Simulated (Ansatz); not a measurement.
# Ge: the cost of one run

Computed with Ansatz 0.2.0 (DFT PBEsol, scalar-relativistic, plane waves, PAW, unless a step's input says otherwise).

3 further runs of the same task are left out: 1 that didn't finish, 2 set aside as unsound or not needed.

### Step 1. The system as given

It takes space group Cmmm (No. 65, orthorhombic). Conventional cell: a = 2.765 Å, b = 5.039 Å, c = 2.643 Å, α = 90.00°, β = 90.00°, γ = 90.00°. Around Ge (site symmetry mmm) lie 8 Ge at 2.64 to 2.87 Å.

As a file:

```
CELL_PARAMETERS angstrom
1.38261 -2.51950 0.00000
1.38261 2.51950 0.00000
0.00000 0.00000 2.64273
ATOMIC_POSITIONS crystal
Ge 0.50000 0.50000 0.00000
```

It goes back to an entry of the Materials Project, which need not be the stable form.

It is the result of an earlier relaxation at this level (volume 18.41 Å³/atom; gap on the mesh: none (metal)).

### Step 2. Zero of energy

The reference gives a free energy of -4253.3158 eV, pressure 0.04 GPa, largest force 0.000 eV/Å and gap on the mesh none (metal). It was computed beforehand with the settings of the runs below.

### Step 3. The scan: energy and stress against strain

The cell is strained by ε times the Voigt pattern (0, 0, 1, 0, 0, 0) (xx, yy, zz, yz, xz, xy; engineering shear), with fractional coordinates fixed (clamped ions). The stress on the pattern is the sum of the stress components weighted by it, tension positive.

### Step 4. ε = -0.0400

File input.yaml:

```yaml
crystal:
  lattice:
    - [1.3826056148, -2.5195012414, 0.0]
    - [1.3826056148, 2.5195012414, 0.0]
    - [0.0, 0.0, 2.5370186706]
  atoms:
    - { symbol: Ge, position: [0.5, 0.5, 0.0] }
basis:
  ecutwfc: 420
kpoints:
  mp_grid: { grid: [24, 24, 22] }
hamiltonian:
  xc: pbesol
scf:
  occupations: { method: gaussian, width: 0.15 }
output:
  forces: true
  stress: true
  eigenvalues: true
```

Run with:

```sh
$ ansatz run input.yaml --threads 1 --pin off --max-ram 2560MiB --backend cpu --events-out ev --progress --plain --runs-dir out
```

What time and memory should one allow on 1 thread of Arm Neoverse V2, shared host?

About 17 s, with a peak of 0.64 GiB.
